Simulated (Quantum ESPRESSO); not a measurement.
# KI (Fm-3m) in Quantum ESPRESSO: notebook, part 2 of 2

Quantum ESPRESSO 7.5.

### Step 3. Phonons, LDA

Input file pw.in:

```
&CONTROL
  calculation = 'scf'
  prefix = 'pwscf'
  outdir = './tmp'
  pseudo_dir = './pseudo'
  tprnfor = .true.
  tstress = .true.
  disk_io = 'low'
/
&SYSTEM
  ibrav = 0
  A = 4.99609832
  nat = 2
  ntyp = 2
  ecutwfc = 72
  nbnd = 14
  occupations = 'smearing'
  smearing = 'fd'
  degauss = 0.00367493
/
&ELECTRONS
  conv_thr = 4d-10
  electron_maxstep = 120
  mixing_beta = 0.5
/
ATOMIC_SPECIES
I    126.9045 I.upf
K     39.0983 K.upf
CELL_PARAMETERS alat
   0.0000000000    0.7071067809    0.7071067809
   0.7071067809    0.0000000000    0.7071067809
   0.7071067809    0.7071067809    0.0000000000
ATOMIC_POSITIONS alat
I      0.7071067809    0.7071067809    0.7071067809
K      0.0000000000    0.0000000000    0.0000000000
K_POINTS automatic
2 2 2 1 1 1
```

Input file relax.in:

```
&CONTROL
  calculation = 'vc-relax'
  prefix = 'pwscf'
  outdir = './tmp'
  pseudo_dir = './pseudo'
  tprnfor = .true.
  tstress = .true.
  disk_io = 'low'
  nstep = 40
  forc_conv_thr = 0.0001
  etot_conv_thr = 1d-06
/
&SYSTEM
  ibrav = 0
  A = 4.99609832
  nat = 2
  ntyp = 2
  ecutwfc = 72
  nbnd = 14
  occupations = 'smearing'
  smearing = 'fd'
  degauss = 0.00367493
/
&ELECTRONS
  conv_thr = 4d-10
  electron_maxstep = 120
  mixing_beta = 0.5
/
&IONS
  ion_dynamics = 'bfgs'
/
&CELL
  cell_dynamics = 'bfgs'
  press = 0
  press_conv_thr = 0.2
/
ATOMIC_SPECIES
I    126.9045 I.upf
K     39.0983 K.upf
CELL_PARAMETERS alat
   0.0000000000    0.7071067809    0.7071067809
   0.7071067809    0.0000000000    0.7071067809
   0.7071067809    0.7071067809    0.0000000000
ATOMIC_POSITIONS alat
I      0.7071067809    0.7071067809    0.7071067809
K      0.0000000000    0.0000000000    0.0000000000
K_POINTS automatic
2 2 2 1 1 1
```

Input file scf2.in:

```
&CONTROL
  calculation = 'scf'
  prefix = 'pwscf'
  outdir = './tmp'
  pseudo_dir = './pseudo'
  tprnfor = .true.
  tstress = .true.
  disk_io = 'low'
/
&SYSTEM
  ibrav = 0
  A = 4.81266018
  nat = 2
  ntyp = 2
  ecutwfc = 72
  nbnd = 14
  occupations = 'fixed'
/
&ELECTRONS
  conv_thr = 1d-13
  electron_maxstep = 120
  mixing_beta = 0.5
  startingpot = 'file'
  startingwfc = 'file'
/
ATOMIC_SPECIES
I    126.9045 I.upf
K     39.0983 K.upf
CELL_PARAMETERS alat
   0.0000000000    0.7071067808    0.7071067808
   0.7071067808    0.0000000000    0.7071067808
   0.7071067808    0.7071067808    0.0000000000
ATOMIC_POSITIONS alat
I      0.7071067808    0.7071067808    0.7071067808
K      0.0000000000    0.0000000000    0.0000000000
K_POINTS automatic
2 2 2 1 1 1
```

Input file ph.in:

```
phonons of KI
&INPUTPH
  prefix = 'pwscf'
  outdir = './tmp'
  tr2_ph = 1d-18
  fildyn = 'dyn'
  niter_ph = 90
  alpha_mix(1) = 0.7
  epsil = .true.
/
0.0000000000 0.0000000000 0.0000000000
```

Input file dynmat.in:

```
&INPUT
  fildyn = 'dyn'
  asr = 'crystal'
  lperm = .true.
  filout = 'dynmat.disp'
  fileig = 'dynmat.eig'
/
```

Input file dynmat_lo.in:

```
&INPUT
  fildyn = 'dyn'
  asr = 'crystal'
  filout = 'dynmat_lo.disp'
  fileig = 'dynmat_lo.eig'
  q(1) = 0
  q(2) = 0
  q(3) = 1
/
```

Potentials or basis: PseudoDojo 0.4.1 SR LDA standard.

Started as:

```sh
> OMP_NUM_THREADS=1 pw.x -in pw.in > pw.out
> OMP_NUM_THREADS=1 pw.x -in relax.in > relax.out
> OMP_NUM_THREADS=1 pw.x -in scf2.in > scf2.out
> OMP_NUM_THREADS=1 ph.x -in ph.in > ph.out
> OMP_NUM_THREADS=1 dynmat.x -in dynmat.in > dynmat.out
> OMP_NUM_THREADS=1 dynmat.x -in dynmat_lo.in > dynmat_lo.out
```

pw.out:

```text
This program is part of the open-source Quantum ESPRESSO suite
     for quantum simulation of materials; please cite
[... 9 lines left out ...]
     --------------------
     sticks:   dense  smooth     PW     G-vecs:    dense   smooth      PW
     Sum        1777    1777    499                49229    49229    6975

     Using Slab Decomposition

     bravais-lattice index     =            0
     lattice parameter (alat)  =       9.4413  a.u.
     unit-cell volume          =     595.0789 (a.u.)^3
     number of atoms/cell      =            2
     number of atomic types    =            2
     number of electrons       =        16.00
     number of Kohn-Sham states=           14
     kinetic-energy cutoff     =      72.0000  Ry
     charge density cutoff     =     288.0000  Ry
     scf convergence threshold =      4.0E-10
     mixing beta               =       0.5000
     number of iterations used =            8  plain     mixing
     Exchange-correlation= SLA  PW   NOGX NOGC
                           (   1   4   0   0   0   0   0)

     celldm(1)=   9.441258  celldm(2)=   0.000000  celldm(3)=   0.000000
     celldm(4)=   0.000000  celldm(5)=   0.000000  celldm(6)=   0.000000

     crystal axes: (cart. coord. in units of alat)
               a(1) = (   0.000000   0.707107   0.707107 )
               a(2) = (   0.707107   0.000000   0.707107 )
               a(3) = (   0.707107   0.707107   0.000000 )

     reciprocal axes: (cart. coord. in units 2 pi/alat)
               b(1) = ( -0.707107  0.707107  0.707107 )
               b(2) = (  0.707107 -0.707107  0.707107 )
               b(3) = (  0.707107  0.707107 -0.707107 )

     PseudoPot. # 1 for I  read from file:
     I.upf
     Pseudo is Norm-conserving + core correction, Zval =  7.0
     Generated using ONCVPSP code by D. R. Hamann
     Using radial grid of 1182 points,  6 beta functions with:
                l(1) =   0
                l(2) =   0
                l(3) =   1
                l(4) =   1
                l(5) =   2
                l(6) =   2

     PseudoPot. # 2 for K  read from file:
     K.upf
     Pseudo is Norm-conserving + core correction, Zval =  9.0
     Generated using ONCVPSP code by D. R. Hamann
     Using radial grid of 2170 points,  6 beta functions with:
                l(1) =   0
                l(2) =   0
                l(3) =   1
                l(4) =   1
                l(5) =   2
                l(6) =   2

     atomic species   valence    mass     pseudopotential
     I                 7.00   126.90450     I ( 1.00)
     K                 9.00    39.09830     K ( 1.00)

     48 Sym. Ops., with inversion, found

   Cartesian axes

     site n.     atom                  positions (alat units)
         1        I      tau(   1) = (   0.7071068   0.7071068   0.7071068  )
         2        K      tau(   2) = (   0.0000000   0.0000000   0.0000000  )

     number of k points=     2  Fermi-Dirac smearing, width (Ry)=  0.0037
                       cart. coord. in units 2pi/alat
        k(    1) = (   0.1767767   0.1767767   0.1767767), wk =   0.5000000
        k(    2) = (  -0.1767767  -0.1767767   0.5303301), wk =   1.5000000

     Dense  grid:    49229 G-vectors     FFT dimensions: (  54,  54,  54)

     Initial potential from superposition of free atoms

     starting charge      15.9839, renormalised to      16.0000
     Starting wfcs are    9 randomized atomic wfcs +    5 random wfcs

     Self-consistent Calculation

     iteration #  1     ecut=    72.00 Ry     beta= 0.50
     Davidson diagonalization with overlap
     ethr =  1.00E-02,  avg # of iterations =  6.5

     Threshold (ethr) on eigenvalues was too large:
     Diagonalizing with lowered threshold

     Davidson diagonalization with overlap
     ethr =  1.43E-04,  avg # of iterations =  7.5

     total energy              =     -86.08418500 Ry
     estimated scf accuracy    <       0.02204350 Ry

     iteration #  2     ecut=    72.00 Ry     beta= 0.50
     Davidson diagonalization with overlap
     ethr =  1.38E-04,  avg # of iterations =  2.0

     total energy              =     -86.08794534 Ry
     estimated scf accuracy    <       0.00121509 Ry

     iteration #  3     ecut=    72.00 Ry     beta= 0.50
     Davidson diagonalization with overlap
     ethr =  7.59E-06,  avg # of iterations =  6.5

     total energy              =     -86.08803636 Ry
     estimated scf accuracy    <       0.00025343 Ry

     iteration #  4     ecut=    72.00 Ry     beta= 0.50
     Davidson diagonalization with overlap
     ethr =  1.58E-06,  avg # of iterations =  1.5

     total energy              =     -86.08804779 Ry
     estimated scf accuracy    <       0.00000442 Ry

     iteration #  5     ecut=    72.00 Ry     beta= 0.50
     Davidson diagonalization with overlap
     ethr =  2.76E-08,  avg # of iterations =  3.0
[... 8 lines left out ...]
     total energy              =     -86.08804993 Ry
     estimated scf accuracy    <       0.00000014 Ry

     iteration #  7     ecut=    72.00 Ry     beta= 0.50
     Davidson diagonalization with overlap
     ethr =  8.95E-10,  avg # of iterations =  2.0

     total energy              =     -86.08804996 Ry
     estimated scf accuracy    <          1.9E-09 Ry

     iteration #  8     ecut=    72.00 Ry     beta= 0.50
     Davidson diagonalization with overlap
     ethr =  1.18E-11,  avg # of iterations =  3.5

     total energy              =     -86.08804996 Ry
     estimated scf accuracy    <          6.2E-10 Ry

     iteration #  9     ecut=    72.00 Ry     beta= 0.50
     Davidson diagonalization with overlap
     ethr =  3.87E-12,  avg # of iterations =  2.0

     End of self-consistent calculation

          k = 0.1768 0.1768 0.1768 (  6120 PWs)   bands (ev):

   -27.0766 -10.8545 -10.7614 -10.7614  -9.3577   0.3005   0.9214   0.9214
     5.8520   7.4535   8.0265   8.0265   8.8646   8.8646

          k =-0.1768-0.1768 0.5303 (  6132 PWs)   bands (ev):

   -27.0751 -10.8658 -10.7807 -10.7714  -9.2894   0.0280   0.5401   0.7405
     6.5313   7.5518   8.2078   9.2163   9.5999   9.9710

     the Fermi energy is     3.3371 ev

!    total energy              =     -86.08804996 Ry
     estimated scf accuracy    <          4.9E-11 Ry
     smearing contrib. (-TS)   =       0.00000000 Ry
     internal energy E=F+TS    =     -86.08804996 Ry

     The total energy is F=E-TS. E is the sum of the following terms:
     one-electron contribution =     -29.81089121 Ry
     hartree contribution      =      19.04838019 Ry
     xc contribution           =     -20.40186334 Ry
     ewald contribution        =     -54.92367559 Ry

     convergence has been achieved in   9 iterations

     Forces acting on atoms (cartesian axes, Ry/au):

     atom    1 type  1   force =    -0.00000000    0.00000000    0.00000000
     atom    2 type  2   force =     0.00000000   -0.00000000   -0.00000000

     Total force =     0.000000     Total SCF correction =     0.000000

     Computing stress (Cartesian axis) and pressure

          total   stress  (Ry/bohr**3)                   (kbar)     P=      -13.65
  -0.00009282  -0.00000000  -0.00000000          -13.65       -0.00       -0.00
  -0.00000000  -0.00009282  -0.00000000           -0.00      -13.65       -0.00
  -0.00000000  -0.00000000  -0.00009282           -0.00       -0.00      -13.65

=------------------------------------------------------------------------------=
   JOB DONE.
=------------------------------------------------------------------------------=
```

Wall time 66 s (1 thread of Intel Xeon 6975P-C (Granite Rapids), shared host); peak memory 0.11 GiB.

Results:

| Item | Value |
| --- | --- |
| Free energy | -1171.3320 eV |
| Relaxed volume | 39.41 Å³/atom |
| Relaxed cell | a = 4.813 Å, b = 4.813 Å, c = 4.813 Å, α = 60.00°, β = 60.00°, γ = 60.00° |
| Space group after relaxing (to 0.05 Å) | Fm-3m (No. 225) |
| Pressure after relaxing | 0.0 GPa |
| Electronic dielectric tensor (diagonal) | 3.08 |
| Born charges (mean of the diagonal) | I -1.06; K +1.13 e |
| Highest phonon frequency at Γ, LO-TO splitting left out | 118 cm⁻¹ |
| Static dielectric tensor (diagonal) | 4.88 |

The path:
```tsv
step	energy change (eV)	largest force (eV/Å)	pressure (GPa)	volume (Å³)
1	0.0000	0.0000	-1.37	88.18
2	-0.0051	0.0000	-1.30	87.57
3	-0.0122	0.0000	-1.20	86.66
4	-0.0218	0.0000	-1.04	85.30
5	-0.0332	0.0000	-0.77	83.29
6	-0.0431	0.0000	-0.29	80.33
7	-0.0445	0.0000	0.04	78.65
8	-0.0445	0.0000	0.00	78.83
9	-0.0445	0.0000	0.00	78.82
```

Final structure:
```yaml
crystal:
  lattice:
    - [0.00000, 3.40306, 3.40306]
    - [3.40306, 0.00000, 3.40306]
    - [3.40306, 3.40306, 0.00000]
  atoms:
    - { symbol: I, position: [0.50000, 0.50000, 0.50000] }
    - { symbol: K, position: [0.00000, 0.00000, 0.00000] }
```

Levels at points of the mesh, in eV from the valence-band top:
| k point | band 4 | band 5 | band 6 | band 7 | band 8 | band 9 | band 10 | band 11 |
| --- | --- | --- | --- | --- | --- | --- | --- | --- |
| (0.25, 0.25, 0.25) | -11.48 | -10.28 | -0.73 | 0.00 | 0.00 | 5.27 | 6.72 | 7.17 |

Phonon frequencies in cm⁻¹ (negative: imaginary):
| q point | frequencies |
| --- | --- |
| (0.000, 0.000, 0.000) | 0 0 0 118 118 118 |

Electronic dielectric tensor:
```
3.08 0.00 0.00
0.00 3.08 0.00
0.00 0.00 3.08
```

Born effective charge tensors (e):
atom 1, I
```
-1.06  0.00  0.00
 0.00 -1.06  0.00
 0.00  0.00 -1.06
```
atom 2, K
```
1.13 0.00 0.00
0.00 1.13 0.00
0.00 0.00 1.13
```

Optical modes at Γ, degenerate ones joined, polar ones without the macroscopic field:
| cm⁻¹ | components | symmetry | active in | IR intensity, summed ((D/Å)²/amu) |
| --- | --- | --- | --- | --- |
| 118 | 3 | T1u | IR | 2.78 |

Zone-centre frequencies without and with the macroscopic field along z (cm⁻¹):
|  | optical modes in rising order |
| --- | --- |
| without | 118 118 118 |
| with the field | 118 118 148 |

Static dielectric tensor, electrons and zone-centre modes:
```
4.88 0.00 0.00
0.00 4.88 0.00
0.00 0.00 4.88
```

Caveat: the k mesh is coarse (spacing up to 0.77 Å⁻¹), so the values aren't converged; the mesh is thin for the dielectric tensor, Born charges and intensities, which usually come out too large; the Born charges break their sum rule by 0.08 e, a sign of too thin a mesh.

### Step 4. Comparison with measurements

Step 2. Measured high-frequency dielectric constant of KI: 2.65 (a printed reference work, monograph). This calculation gives 2.88 (+8.5 %).
